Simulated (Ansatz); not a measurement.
Crystal: BaTiO3.

```
Ba Ti O
1.0
     3.99980    0.00000    0.00000
     0.00000    3.99980    0.00000
     0.00000    0.00000    4.01800
Ba Ti O
1 1 3
Direct
  0.00000 0.00000 0.00000
  0.50000 0.50000 0.49000
  0.00000 0.50000 0.51700
  0.50000 0.00000 0.51700
  0.50000 0.50000 0.01900
```

- Program: Ansatz 0.2.0
- Task: relaxation of cell and atoms
- Functional: revPBE
- Dispersion: D3(BJ)
- Potentials or basis: Ansatz PAW
- Cutoff: 420 eV (not typed: the program's choice for these potentials)
- k mesh: 7 × 7 × 7
- Occupations: fermi-dirac, width 0.05 eV
- Spin: no spin polarisation

At the start: volume 12.86 Å³/atom.

Problem. How do energy, volume and symmetry change on relaxing?

Solution. It ends after 10 steps and the volume is 12.94 Å³/atom (+0.6 %); space group P4mm (No. 99, to 0.05 Å).

The path:
```
step  energy change (eV)  largest force (eV/Å)  volume (Å³)
   1              0.0000                0.2993        64.28
   2             -0.0042                0.1503        64.08
   3             -0.0053                0.2173        64.08
   4             -0.0069                0.2070        64.12
   5             -0.0051                0.3891        64.81
   6             -0.0111                0.0295        64.73
   7             -0.0116                0.0045        64.62
   8             -0.0132                0.0045        64.62
   9             -0.0131                0.0010        64.68
  10             -0.0133                0.0010        64.68
```

Final structure:
```
Ba Ti O
1.0
     3.97563    0.00000    0.00000
     0.00000    3.97563    0.00000
     0.00000    0.00000    4.09251
Ba Ti O
1 1 3
Cartesian
  0.0000 0.0000 -0.0143
  1.9878 1.9878 1.9616
  0.0000 1.9878 2.1204
  1.9878 0.0000 2.1204
  1.9878 1.9878 0.1265
```

Caveat: the plane-wave basis is chosen anew once the cell has moved, so the energies of steps on either side of that aren't comparable; the pressure holds a Pulay correction of +0.5 GPa for the finite cutoff; the PAW data sets come from PBE, with cores solved anew for the run's functional, which leaves a small shift of forces and pressure.
